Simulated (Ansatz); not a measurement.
A 2-atom cell of NaI started from a crystallographic database at its r2SCAN geometry, run in Ansatz at 2 levels of theory. Calculated for a static, non-magnetic cell.

The DDH-PBE0 input:
```yaml
crystal:
  lattice:
    - [0.0, 3.2296266398, 3.2296266398]
    - [3.2296266398, 0.0, 3.2296266398]
    - [3.2296266398, 3.2296266398, 0.0]
  atoms:
    - { symbol: Na, position: [0.0, 0.0, 0.0] }
    - { symbol: I, position: [0.5, 0.5, 0.5] }
  host: atoms
kpoints:
  mp_grid: { grid: [6, 6, 6] }
  band_path:
    path:
      - [0.0, 0.0, 0.0]
      - [0.5, 0.0, 0.5]
      - [0.625, 0.25, 0.625]
      - [0.375, 0.375, 0.75]
      - [0.5, 0.5, 0.5]
      - [0.5, 0.25, 0.75]
    npoints: 1
hamiltonian:
  xc:
    exchange: pbe
    correlation: pbe
    exx: { coeff: inverse_dielectric }
scf:
  occupations: { method: fixed }
  n_extra_bands: 4
output:
  forces: true
  stress: true
  eigenvalues: true
  write_density: true
  write_potential: true
  elf: true
  volumetric_format: npy
```

Main results, then, where recorded, the levels near the gap in eV from the Fermi energy (columns number the bands from 0), one row a point of the path (Γ, X, U, K, L, W):
```
Crystal: 2 atoms, lattice volume = 67.373 Å³
Symmetry: 48 space group operations
Space group: Fm-3m (ITA 225)
```
```
ε∞ on k-mesh 4×4×4 of a primitive cell: xx 3.3841, yy 3.3841, zz 3.3841; 3/Tr ε∞, of that cell with its empty space = 0.2954985690582583
Basis set: ecut = 420 eV, 1363 PW (Γ)
Bands: 17, of which v1, the nominal top of the filled ones, is band 13 counted from 1 (12 counted from 0)
k-points: 16 of 216
hybrid outer 1: dexx = +5.993e-3 eV, tail = 2.39e-5 eV
hybrid outer 2: dexx = +2.733e-7 eV, tail = 1.16e-8 eV, Δε = 4.98e-3 eV
Free energy (F): -9006.929655 eV
Fermi energy:    1.825131 eV
--- Stress (GPa, compression-positive) ---
        0.115822       0.000000       0.000000
        0.000000       0.115822       0.000000
        0.000000       0.000000       0.115822
  P = ⅓ Tr σ = 0.1158 GPa (1.158 kbar)
```
```tsv
band_10	band_11	band_12	band_13	band_14	band_15
0.000	0.000	0.000	5.676	10.064	10.064
-2.162	-0.846	-0.846	6.562	7.472	12.181
-1.859	-1.503	-0.683	7.281	8.757	10.903
-1.859	-1.503	-0.683	7.281	8.757	10.903
-2.450	-0.323	-0.323	7.060	9.603	9.603
-1.594	-1.594	-1.032	7.991	9.574	9.574
```

With DDH-PBE0 the gap is 5.68 eV and direct, at Γ.

Q: In the first input these blocks are replaced (the band path and keys that only write files left aside):
```yaml
hamiltonian:
  xc: pbe0
```
(crystal.host left out)
What comes out?

A:
```
Basis set: ecut = 420 eV, 1363 PW (Γ)
Bands: 17, of which v1, the nominal top of the filled ones, is band 13 counted from 1 (12 counted from 0)
k-points: 16 of 216
hybrid outer 1: dexx = +3.691e-3 eV, tail = 1.21e-5 eV
hybrid outer 2: dexx = +1.140e-7 eV, tail = 2.67e-8 eV, Δε = 3.72e-3 eV
Free energy (F): -9006.145780 eV
Fermi energy:    2.022996 eV
--- Stress (GPa, compression-positive) ---
        0.177071       0.000000       0.000000
        0.000000       0.177071       0.000000
        0.000000       0.000000       0.177071
  P = ⅓ Tr σ = 0.1771 GPa (1.771 kbar)
```
```tsv
band_10	band_11	band_12	band_13	band_14	band_15
0.000	0.000	0.000	5.360	9.738	9.738
-2.127	-0.832	-0.832	6.241	7.174	11.831
-1.830	-1.482	-0.672	6.961	8.438	10.567
-1.830	-1.482	-0.672	6.961	8.438	10.567
-2.414	-0.317	-0.317	6.755	9.272	9.272
-1.569	-1.569	-1.019	7.658	9.254	9.254
```
PBE0 gives a direct gap of 5.36 eV at Γ. The mean stress, +0.2 GPa, is small, and the program warns that its thresholds are loose for a hybrid's stress.

Totals of different functionals can't be compared.

Spin-orbit coupling is left out, which matters wherever the heavy atoms make up the band edges.
